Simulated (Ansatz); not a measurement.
# BaTe: valence-band photoemission, part 2 of 4

Wanted: projected DOS of BaTe, weighted into photoemission and X-ray emission spectra, at several levels of theory.

Ansatz 0.2.0; DFT, PBEsol, plane-wave PAW, default files, scalar-relativistic (the session's first sound run).

So far. Step 2 (Self-consistent run, DOS and bands): At this level the gap is 1.34 eV on the path.

The database entry behind the starting cell differs from later determinations by our own check (about 2.5 % short), so it need not match the best structure at ambient conditions.

### Step 3. With spin–orbit coupling

This step: DFT, PBEsol, plane-wave PAW, default files, with spin-orbit coupling (Ansatz 0.2.0).

Spin–orbit coupling splits and shifts levels of heavy atoms, so the bands are solved again with spinors.

input.yaml reads:

```yaml
crystal:
  lattice:
    - [0.0, 3.41, 3.41]
    - [3.41, 0.0, 3.41]
    - [3.41, 3.41, 0.0]
  atoms:
    - { symbol: Ba, position: [0.0, 0.0, 0.0] }
    - { symbol: Te, position: [0.5, 0.5, 0.5] }
kpoints:
  mp_grid: { grid: [8, 8, 8] }
  band_path:
    path:
      - [[0.0, 0.0, 0.0], [0.5, 0.0, 0.5], [0.625, 0.25, 0.625]]
      - [[0.375, 0.375, 0.75], [0.0, 0.0, 0.0], [0.5, 0.5, 0.5], [0.5, 0.25, 0.75], [0.5, 0.0, 0.5]]
    npoints: 15
scf:
  occupations: { method: fermi_dirac, width: 0.02 }
  n_extra_bands: 16
hamiltonian:
  xc: pbesol
  pseudopotentials: { kind: paw_fr }
output:
  forces: true
  stress: true
  dos:
    projected: true
    de: 0.05
    e_range: [-30, 12]
    nscf_kmesh: { grid: [12, 12, 12] }
    method: { smearing: { sigma: 0.08, scheme: gaussian } }
  fatbands: true
magnetization:
  noncollinear: true
  spin_orbit: true
```

On the command line:

```sh
ansatz run input.yaml --threads 2 --pin off --max-ram 4096MiB --backend cpu --events-out ev --progress --plain --runs-dir out
```

Numbers of over 12 decimals in the logs are rounded to 6 here.

Log:

```text
[...]
non-collinear run that drives no moment, with spin-orbit: no starting moment large enough to seed its density (crystal.atoms[].spin), no starting occupations that ask for one, no magnetisation constraint and no magnetic field, so the semilocal B_xc is pinned to zero
Crystal: 2 atoms, lattice volume = 79.304 Å³
Basis set: ecut = 420 eV, 1471 PW (Γ), exchange–correlation on 72×72×72 points (8 copies of the dense FFT grid, shifted against one another)
Bands: 42, of which v1, the nominal top of the filled ones, is band 26 counted from 1 (25 counted from 0)
Symmetry: 48 space group operations + 48 with time reversal
[...]
k-points: 29 of 512
Projection manifold: j_resolved (fully-relativistic pseudo-atomic orbitals)
[...]
SCF iter   1: F=—  HF=-12775.634921 eV  |F-HF|=—  |Δ(HF+E_count)|=         —  Δρ=3.07e-2  dr2=1.61e0  dr2_m=0.00e0 (ungated)  ethr=3.10e-3  |M|=0.00e0 ∫|m|=0.00e0 μB  |m|>n=0.0e0 m-floor=0.0e0 τ_xc=0.0e0  β_m=0.30  ⟨swp⟩=10.1  Hψ=4113  notcnv=0  defer=128
[...]
SCF iter   7: F=-12775.003457 eV  HF=-12775.003457 eV  |F-HF|=2.45e-9  |Δ(HF+E_count)|=   1.37e-7  Δρ=2.08e-6  dr2=4.06e-9  dr2_m=0.00e0 (ungated)  ethr=3.85e-10  |M|=0.00e0 ∫|m|=0.00e0 μB  |m|>n=0.0e0 m-floor=0.0e0 τ_xc=0.0e0  ⟨swp⟩=19.5  Hψ=4837  notcnv=0
SCF 1 converged in 7 iterations: F = -12775.003457 eV  dr2 = 4.06e-9
[...]
NSCF: frozen V_eff on 92 k-points
[...]
SCF converged after 7 iterations
Magnetization: |M| = 0.0000 μB,  M = (+0.0000, +0.0000, +0.0000) μB
Absolute magnetization: 0.0000 μB (∫|m|)
  site 0: m = (+0.0000, +0.0000, +0.0000) μB, |m| = 0.0000 μB  (R = 1.41 Å)
  site 1: m = (+0.0000, +0.0000, +0.0000) μB, |m| = 0.0000 μB  (R = 1.41 Å)
Free energy (F): -12775.003457 eV
[...]
Internal energy: -12775.003457 eV  (E = F + TS)
E sigma→0 (E₀):  -12775.003457 eV
Fermi energy:    7.906712 eV
[...]
--- Stress (GPa, compression-positive) ---
        1.891757      -0.000000      -0.000000
       -0.000000       1.891757       0.000000
        0.000000       0.000000       1.891757
  P = ⅓ Tr σ = 1.8918 GPa (18.918 kbar)
--- Band table (eV; the first three rows and the last of 29) ---
  k-point 0: bands = [... 22 lower, 7.3819, 7.3819, 7.3819, 7.3819, 9.9818, 9.9818, 9.9818, 9.9818, ... 12 higher]
  k-point 1: bands = [... 22 lower, 6.9000, 6.9000, 7.0913, 7.0913, 10.0143, 10.0143, 10.1983, 10.1983, ... 12 higher]
  k-point 2: bands = [... 22 lower, 6.2470, 6.2470, 6.5772, 6.5772, 10.1682, 10.1682, 10.7605, 10.7605, ... 12 higher]
  k-point 28: bands = [... 22 lower, 6.2006, 6.2006, 6.2535, 6.2535, 10.5196, 10.5196, 10.6446, 10.6446, ... 12 higher]
```

Wall time 69 s (2 threads of Arm Neoverse V2, shared host); peak memory 0.64 GiB; 2.3 min of CPU time.

Numbers from this step:

* free energy: -12775.0035 eV
* Fermi energy: 7.907 eV
* pressure: 1.892 GPa
* gap on the k-mesh: 1.058 eV
* share of occupied states in no projected shell: 0.019 of the occupied states in the window
* gap on the path: 1.058 eV
* least direct gap on the path: 1.391 eV

Electronic bands along the path, in eV, zero at the valence-band maximum; v1 is the highest filled band, c1 the lowest empty one:

```
          point     v4     v3     v2     v1    c1    c2    c3    c4
              Γ   0.00   0.00   0.00   0.00  2.60  2.60  2.60  2.60
0.47 of the way  -0.81  -0.81  -0.30  -0.30  1.73  1.73  3.62  3.62
              X  -0.89  -0.89  -0.33  -0.33  1.06  1.06  4.37  4.37
0.53 of the way  -1.11  -1.11  -0.63  -0.63  1.46  1.46  4.76  4.76
              U  -1.30  -1.30  -0.99  -0.99  2.20  2.20  4.83  4.83
      jump to K  -1.30  -1.30  -0.99  -0.99  2.20  2.20  4.83  4.83
0.53 of the way  -1.25  -1.25  -0.71  -0.71  2.94  2.94  3.23  3.23
              Γ   0.00   0.00   0.00   0.00  2.60  2.60  2.60  2.60
0.47 of the way  -1.06  -1.06  -0.74  -0.74  2.75  2.75  3.29  3.29
              L  -1.68  -1.68  -1.33  -1.33  3.83  3.83  4.65  4.65
0.47 of the way  -1.50  -1.50  -1.20  -1.20  3.42  3.42  3.79  3.79
              W  -1.18  -1.18  -1.13  -1.13  3.14  3.14  3.26  3.26
0.47 of the way  -1.19  -1.19  -0.81  -0.81  1.83  1.83  4.62  4.62
              X  -0.89  -0.89  -0.33  -0.33  1.06  1.06  4.37  4.37
```

Of the projections kept (Ba s, Ba p, Te s, Te p, not projected), the largest for each band there; the rest of the weight can lie on other orbitals:

```
point         v4         v3         v2         v1                  c1                  c2                  c3                  c4
    Γ  Te p 0.97  Te p 0.97  Te p 0.97  Te p 0.97  not projected 1.00  not projected 1.00  not projected 1.00  not projected 1.00
    X  Te p 0.95  Te p 0.95  Te p 0.94  Te p 0.94  not projected 1.00  not projected 1.00  not projected 1.00  not projected 1.00
    U  Te p 0.89  Te p 0.89  Te p 0.91  Te p 0.91  not projected 0.97  not projected 0.97  not projected 0.97  not projected 0.97
    K  Te p 0.89  Te p 0.89  Te p 0.91  Te p 0.91  not projected 0.97  not projected 0.97  not projected 0.97  not projected 0.97
    Γ  Te p 0.97  Te p 0.97  Te p 0.97  Te p 0.97  not projected 1.00  not projected 1.00  not projected 1.00  not projected 1.00
    L  Te p 0.91  Te p 0.91  Te p 0.92  Te p 0.92  not projected 1.00  not projected 1.00  not projected 0.88  not projected 0.88
```

This run's widths, added to any smearing of the DOS itself: Gaussian 0.3 eV, Lorentzian 0.1 eV plus 0.08 an eV of depth. Intensity against binding energy, zero at the valence-band maximum; values in % of the maximum within 13 eV:

```
binding energy (eV)  21.2 eV  40.8 eV  1486.7 eV  5414.7 eV  8047.8 eV
                  0     6.15     3.61       5.14       4.73       4.58
                  2     44.3     24.6       35.8       33.0       32.1
                  4    0.934     1.23       1.70       1.75       1.81
                  6    0.265     1.45       2.05       2.27       2.45
                  8    0.211     3.45       6.51       7.82       8.88
                 10    0.368     13.3       23.0       27.3       30.7
                 12        -     85.4       85.8       86.0       86.1
                 14        -     41.9       41.4       41.1       40.9
                 16        -     4.64       4.96       5.08       5.19
                 18        -     1.70       2.17       2.35       2.51
                 20        -    0.924       1.65       1.94       2.18
                 22        -    0.639       2.01       2.56       3.01
                 24        -    0.630       4.17       5.60       6.77
                 26        -     1.50       17.9       24.6       30.0
                 28        -     1.23       14.9       20.5       25.0
```

Maxima picked by a test of local sharpness, so broad peaks and shoulders can be missing; peaks within 0.45 eV of a curve's cut are left out. Valence peaks, by row:

```
photon energy (eV)  binding energy (eV)  height (% of the maximum within 13 eV)  main shell  its share (%)
              21.2                1.175                                     100       Te 5p          99.83
              40.8                13.63                                   54.08       Ba 5p          98.93
              40.8                11.73                                     100       Ba 5p          98.36
              40.8                1.175                                    53.8       Te 5p          98.74
              1487                26.88                                   28.41       Ba 5s          98.35
              1487                13.63                                   53.26       Ba 5p          96.49
              1487                11.73                                     100       Ba 5p          94.49
              1487                9.325                                   36.87       Te 5s          82.16
              1487                1.175                                      77       Te 5p          98.41
              5415                26.88                                   39.07       Ba 5s           98.8
              5415                13.63                                   52.93       Ba 5p           95.6
              5415                11.73                                     100       Ba 5p          93.03
              5415                9.325                                   47.67       Te 5s          86.06
              5415                1.175                                   69.64       Te 5p           97.9
              8048                26.88                                   47.71       Ba 5s          99.01
              8048                13.63                                   52.66       Ba 5p          94.83
              8048                11.73                                     100       Ba 5p          91.81
              8048                9.325                                   56.34       Te 5s           88.1
              8048                1.175                                   66.66       Te 5p          97.51
```

Spectra as before, but with a recipe of its own (widths, and in some runs the light), which changes peak heights and what is resolved: Gaussian 0.3 eV, Lorentzian 0.1 eV plus 0.08 times the binding energy, linear light, analyser at 30°, Fermi edge at 300 K; some photon energies differ too.

Side by side:

```
                         quantity  this run  base run  difference
             gap on the path (eV)    1.0578    1.3396      -0.282
least direct gap on the path (eV)     1.391    1.6854      -0.294
           gap on the k-mesh (eV)    1.0578    1.3396      -0.282
```

The two runs differ clearly in the gap on the path: 1.06 eV against 1.34 eV.

### Step 4. A hybrid functional

This step: DFT, HSE06, plane-wave PAW, default files, scalar-relativistic (Ansatz 0.2.0).

Exact exchange corrects much of the semilocal gap error, at a far higher cost.

input.yaml reads:

```yaml
crystal:
  lattice:
    - [0.0, 3.41, 3.41]
    - [3.41, 0.0, 3.41]
    - [3.41, 3.41, 0.0]
  atoms:
    - { symbol: Ba, position: [0.0, 0.0, 0.0] }
    - { symbol: Te, position: [0.5, 0.5, 0.5] }
kpoints:
  mp_grid: { grid: [6, 6, 6] }
scf:
  occupations: { method: fermi_dirac, width: 0.02 }
  n_extra_bands: 8
hamiltonian:
  xc: hse06
  pseudopotentials: { kind: paw }
output:
  forces: true
  dos:
    projected: true
    de: 0.05
    e_range: [-30, 12]
    method: { smearing: { sigma: 0.15, scheme: gaussian } }
```

Log:

```text
[...]
Crystal: 2 atoms, lattice volume = 79.304 Å³
Basis set: ecut = 420 eV, 1471 PW (Γ), exchange–correlation on 72×72×72 points (8 copies of the dense FFT grid, shifted against one another)
Bands: 21, of which v1, the nominal top of the filled ones, is band 13 counted from 1 (12 counted from 0)
Symmetry: 48 space group operations
[...]
k-points: 16 of 216
[...]
SCF iter   1: F=—  HF=-12933.042561 eV  |F-HF|=—  |Δ(HF+E_count)|=         —  Δρ=9.62e-4  dr2=1.76e-3  ethr=1.77e-3  ⟨swp⟩=14.1  Hψ=2163  notcnv=0
[...]
SCF iter   2: F=-12933.042572 eV  HF=-12933.042595 eV  |F-HF|=2.31e-5  |Δ(HF+E_count)|=   3.35e-5  Δρ=3.00e-4  dr2=7.35e-5  ethr=2.67e-7  ⟨swp⟩=4.0  Hψ=1769  notcnv=0  defer=6
SCF 1 stopped early in 2 iterations: F = -12933.042572 eV  dr2 = 7.35e-5
[...]
Exchange kernel: α = 0.2500, screened, ω = 0.2079 Å⁻¹, Wigner–Seitz truncation, v(0) = 1046.9207 eV·Å³, q-mesh 6×6×6, nearest image of the exchange supercell L = 28.93 Å, pair-density grid 18×18×18, without the augmentation charges, whose exchange is taken in its separable form by FFT convolution over the k-point mesh (sized by the pseudopotential files, 27×27×27 at the most), smooth part of the exact exchange by density-matrix convolution
Frozen-core exchange: fock
SCF iter   1: F=—  HF=-12942.667493 eV  |F-HF|=—  |Δ(HF+E_count)|=         —  Δρ=2.48e-3  dr2=1.10e-2  ethr=2.83e-6  ⟨swp⟩=13.1  Hψ=1956  notcnv=0
[...]
SCF iter   6: F=-12942.666658 eV  HF=-12942.666659 eV  |F-HF|=9.42e-7  |Δ(HF+E_count)|=   4.64e-5  Δρ=3.59e-5  dr2=1.89e-6  ethr=1.66e-10  ⟨swp⟩=6.7  Hψ=1580  notcnv=0  defer=34
SCF 2 stopped early in 6 iterations: F = -12942.666658 eV  dr2 = 1.89e-6
hybrid outer 1: dexx = +3.614e-3 eV, tail = 4.96e-5 eV
[...]
Frozen-core exchange: fock
SCF iter   1: F=—  HF=-12942.666709 eV  |F-HF|=—  |Δ(HF+E_count)|=         —  Δρ=2.45e-5  dr2=9.47e-7  ethr=9.54e-7  ⟨swp⟩=7.2  Hψ=853  notcnv=0
[...]
SCF iter   2: F=-12942.666709 eV  HF=-12942.666709 eV  |F-HF|=1.17e-8  |Δ(HF+E_count)|=   1.28e-7  Δρ=9.16e-6  dr2=4.10e-8  ethr=3.61e-9  ⟨swp⟩=4.7  Hψ=822  notcnv=0
SCF 3 converged in 2 iterations: F = -12942.666709 eV  dr2 = 4.10e-8
  Residual-converged pass: ⟨swp⟩=3.8  Hψ=879  notcnv=0  max |occ|·‖R‖ = 6.5e-6 eV (tolerance 6.7e-6 eV)  dr2=4.28e-8  dr2_onsite=5.02e-9  max |Δocc| = 0.0e0
hybrid outer 2: dexx = +9.217e-8 eV, tail = 9.51e-8 eV, Δε = 1.81e-3 eV (about 2.26e-4 eV left of the loop's levels)
hybrid SCF converged: 2 outer / 8 inner (+2 warm-up), last move |dexx| = 9.22e-8 eV, tail = 9.51e-8 eV
Stability not checked: this state was not tested for a lower state beside it, because the functional holds exact exchange (a hybrid, or Hartree-Fock), whose exchange loop this test does not read (fock_operator; see scf.lower_state_search)
Free energy (F): -12942.666709 eV
Frozen-core exchange: fock
[...]
Internal energy: -12942.666709 eV  (E = F + TS)
E sigma→0 (E₀):  -12942.666709 eV
Fermi energy:    7.796018 eV
[...]
--- Band table (eV; the first three rows and the last of 16) ---
  k-point 0: bands = [... 9 lower, -3.8197, 6.7443, 6.7443, 6.7443, 10.5225, 10.5225, 10.5225, 10.8797, ... 4 higher]
  k-point 1: bands = [... 9 lower, -3.4910, 5.8712, 6.3160, 6.3160, 10.5640, 10.9043, 10.9043, 12.0009, ... 4 higher]
  k-point 2: bands = [... 9 lower, -2.9215, 4.6593, 5.6867, 5.6867, 10.9875, 11.9081, 11.9081, 13.4570, ... 4 higher]
  k-point 15: bands = [... 9 lower, -3.2818, 5.5061, 5.6000, 5.9458, 10.0200, 12.3447, 12.6738, 13.4501, ... 4 higher]
```

Run time: 23 s. Hardware: 2 threads; peak memory 2.9 GiB.

This step gave:

* free energy: -12942.6667 eV
* Fermi energy: 7.796 eV
* gap on the k-mesh: 2.103 eV
* share of occupied states in no projected shell: 0.0159 of the occupied states in the window

The DOS has structure finer than the step of the table below, so its rows give means over 2 eV, whole bins alone (the curve runs from -28.9 to 8.48 eV). Peaks (eV: height): total -28.6: 6.94, -12.8: 12.8, -1.1: 6.55, 6.8: 5.50; Te 5p -1.8: 2.38, -1.1: 6.04; Ba 5p -12.8: 12.5; Te 5s -13.2: 0.488, -9.8: 2.82; Ba 6s -1.8: 0.428, 5.4: 0.413, 6.0: 0.534, 6.7: 0.667.

DOS against E, zero at the valence-band maximum; means over each step; values in states/eV/cell:

```
E (eV)  total    Te 5p  Ba 5p    Te 5s    Ba 6s    Ba 6p  Ba 5s
   -16      0        0      0        0        0        0      0
   -14   1.09   0.0216  0.959   0.0882   0.0229        0      0
   -12   1.91   0.0387   1.85   0.0103  0.00485        0      0
   -10  1.000  0.00193      0    0.808   0.0673    0.118      0
    -8      0        0      0   6.8e-6        0   1.4e-6      0
    -6      0        0      0        0        0        0      0
    -4      0        0      0        0   2.4e-6        0      0
    -2   1.83     1.57      0   0.0103    0.143   0.0345      0
     0   1.17     1.08      0  0.00182  0.00611   0.0279      0
     2  0.154  0.00198      0   2.8e-5   1.2e-4   4.5e-5      0
     4   1.27   0.0196      0   0.0136   0.0426   7.6e-4      0
     6   3.30   0.0911      0   0.0490    0.371  0.00386      0
```

This run's widths, added to any smearing of the DOS itself: Gaussian 0.6 eV, Lorentzian 0.2 eV plus 0.05 an eV of depth. Table of intensity by binding energy, zero at the valence-band maximum; values in % of the maximum within 13 eV:

```
binding energy (eV)  21.2 eV  40.8 eV  1486.7 eV  8047.8 eV
                 -1     1.73    0.771       1.01      0.953
                  0     18.0     6.75       8.85       7.94
                  1     99.5     36.8       48.3       43.2
                  2     37.8     14.4       19.3       17.9
                  3     4.07     1.79       2.40       2.29
                  4     1.00    0.705      0.935      0.962
                  5    0.504    0.610      0.818      0.894
                  6    0.313    0.678      0.936       1.07
                  7    0.227    0.873       1.28       1.53
                  8    0.207     1.30       2.23       2.84
                  9    0.446     2.88       7.70       10.9
                 10     1.10     6.75       21.4       31.3
                 11    0.245     7.52       10.1       11.8
                 12        -     30.2       30.7       31.0
                 13        -     98.4       98.6       98.7
                 14        -     24.2       24.7       25.0
                 15        -     6.11       6.34       6.48
                 16        -     2.73       2.91       3.02
                 17        -     1.55       1.72       1.83
                 18        -     1.00       1.19       1.30
                 19        -    0.708      0.911       1.04
                 20        -    0.531      0.768      0.919
                 21        -    0.419      0.708      0.893
                 22        -    0.346      0.717      0.954
                 23        -    0.301      0.804       1.13
                 24        -    0.281       1.01       1.48
                 25        -    0.291       1.46       2.20
                 26        -    0.363       2.52       3.90
                 27        -    0.632       5.72       8.98
                 28        -     1.63       17.0       26.8
```

Spectra as before, but with a recipe of its own (widths, and in some runs the light), which changes peak heights and what is resolved: Gaussian 0.6 eV, Lorentzian 0.2 eV plus 0.05 times the binding energy, unpolarised light, analyser at 54.7°, Fermi edge at 20 K; some photon energies differ too.

The two runs compared:

```
              quantity  this run  base run  difference
gap on the k-mesh (eV)    2.1034    1.3396       0.764
```

One result that differs is the gap on the k-mesh, 2.10 eV against 1.34 eV.

(Continued in part 3 of 4.)

[Logs are printed without paths, hosts, clocks, repeated set-up lines and the standing remarks that a program may print on its own settings, such as how far it seeks lower states.]

[Hosts, paths, dates, database ids (printed as entryN), source tags and the programs' standing remarks are cut or masked in the printed files.]

[Maps of the electrostatic potential energy from Ansatz leave out the sawtooth potential of an applied field or a dipole correction, so their vacuum need not be flat; work functions include it.]

[Peak lists hold at most the 14 tallest peaks of each spectrum; further lines can be left out.]
